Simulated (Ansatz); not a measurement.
One structure type (Fm-3m), one member withheld

Method: DFT, PBE, all-electron LAPW, scalar-relativistic (Ansatz 0.2.0).

All cells have space group Fm-3m and are held fixed (conventional cell and sites). Prototypes and MP cells are computed structures that needn't be known or stable phases of these compounds. Gaps are the smallest over the k mesh and a high-symmetry path; Bader charges come from PAW runs of the same cells. Open d or f shells run without spin or U come out metallic where the real compound may not be. Semilocal functionals give too small gaps and can close them; gaps under 0.4 eV may also close off the mesh. Rows with a moment start ferromagnetic; other orders may lie lower, and can open a gap.

No spin–orbit coupling, which matters for the heavy atoms here.

Mn: a = 3.50 Å, b = 3.50 Å, c = 3.50 Å; Mn 4a (0.000 0.000 0.000); 16×16×16 mesh, smearing 0.08 eV, fcc type, relaxed by us
P: a = 3.88 Å, b = 3.88 Å, c = 3.88 Å; P 4a (0.000 0.000 0.000); 20×20×20 mesh, smearing 0.05 eV, fcc type, relaxed by us
Y: a = 4.97 Å, b = 4.97 Å, c = 4.97 Å; Y 4a (0.000 0.000 0.000); 14×14×14 mesh, smearing 0.03 eV, COD 1534898, reported
Te: a = 4.83 Å, b = 4.83 Å, c = 4.83 Å; Te 4a (0.000 0.000 0.000); 14×14×14 mesh, smearing 0.05 eV, fcc type, relaxed by us
La: a = 5.30 Å, b = 5.30 Å, c = 5.30 Å; La 4a (0.000 0.000 0.000); 12×12×12 mesh, smearing 0.05 eV, COD 9008472, reported

| compound | P (GPa) | gap (eV) | cell moment (μB) |
| --- | --- | --- | --- |
| Mn | 0.0 | none | 0.0 |
| P | 0.1 | none | unpolarised run |
| Y | 2.4 | none | unpolarised run |
| La | -0.2 | none | unpolarised run |

**Question.** Predict the row of Te (its pressure aside) (no spin polarisation).

**Answer.** Gap (eV): none.
